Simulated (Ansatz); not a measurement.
TiPbO₃: the gap under strain, fitted and tested

Plane-wave DFT in Ansatz, PBEsol, scalar-relativistic PAW potentials, cutoff 420 eV, no spin-orbit coupling; no spin polarisation. TiPbO₃ in space group P4mm, which needn't be the usual phase of this composition. Strain along c alone; the other axes held, atoms relaxed (conventional cell); Kohn–Sham gaps sought over the whole zone.

```tsv
strain (%)	space group	gap (eV)
-3.0	P4mm	1.640
-2.0	P4mm	1.660
-1.0	P4mm	1.679
+0.0	P4mm	1.698
+1.0	P4mm	1.717
+2.0	P4mm	?
+3.0	P4mm	1.753
```

**Question.** Fit the given gaps and predict the missing one.

**Answer.** Next to zero the slopes are +19 meV per % on the compressed side and +19 on the stretched side. No break shows at zero, so all given rows go into a parabola: E_g = 1.698 +0.0188 ε -0.00018 ε² eV (ε in %; scatter 0 meV). At +2.0 % this gives 1.735 eV; the run gave 1.735 eV, 0 meV away. The fit holds.

Spin-orbit coupling, left out, matters for bands of heavy elements.

Cost: about 2.8 core-minutes for the runs cited, on Intel Xeon 6975P-C (Granite Rapids) (shared hosts).